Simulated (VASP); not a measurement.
BaS: single point with HSE06

BaS:

```
Ba S
1.0
    -0.03590    3.51941    3.51941
     3.51941   -0.03590    3.51941
     3.48351    3.48351    0.00000
Ba S
1 1
Direct
  0.99793 0.99793 0.00207
  0.25207 0.25207 0.24793
```

The cell was built by a generator and needn't be a form met in nature.

The cell isn't the ideal one: shear_xy strain -2.0%.

- Program: VASP 6.6.1
- Task: single point
- Functional: HSE06
- Potentials or basis: VASP PAW PBE potentials, release 64 (Ba_sv, S)
- Cutoff: 520 eV
- k mesh: 4 × 4 × 4
- Occupations: gaussian, width 0.01 eV
- Spin: no spin polarisation
- Dipole correction: no
- Exchange at q = 0: truncated
- Grid for exact exchange (PRECFOCK): Normal
- Screening parameter: 0.2079 1/A
- Further INCAR settings: ALGO = Normal; EDIFF = 1e-07; NBANDS = 15

```yaml
Pressure: 0.2 GPa
Band_gap_on_the_k_mesh: 3.64 eV, indirect (least direct gap 4.33 eV)
```

Stress tensor (GPa, compression positive):
```
0.16 0.16 0.00
0.16 0.16 0.00
0.00 0.00 0.15
```

Levels at points of the mesh, in eV from the valence-band top:
| k point | band 6 | band 7 | band 8 | band 9 | band 10 | band 11 |
| --- | --- | --- | --- | --- | --- | --- |
| (0.00, 0.00, 0.00) | -0.74 | -0.71 | -0.69 | 3.64 | 6.18 | 6.18 |
| (0.50, 0.00, 0.00) | -0.65 | -0.43 | -0.42 | 5.43 | 6.24 | 6.40 |
| (0.50, 0.50, 0.00) | -1.13 | -0.02 | 0.00 | 4.37 | 5.58 | 7.46 |
| (0.00, 0.00, 0.50) | -0.61 | -0.45 | -0.44 | 5.46 | 6.27 | 6.35 |
| (0.50, 0.00, 0.50) | -1.14 | -0.01 | -0.01 | 4.38 | 5.58 | 7.45 |

Run time: 19 min on 1 thread of AMD EPYC 9R45 (Zen 5), with other jobs on the host, peak memory 0.31 GiB.

Caveat: the PAW data sets were made with another functional, which shifts forces and pressure a little; spin-orbit coupling is left out, which moves the levels of the heavy elements. A k mesh can miss the band edges.
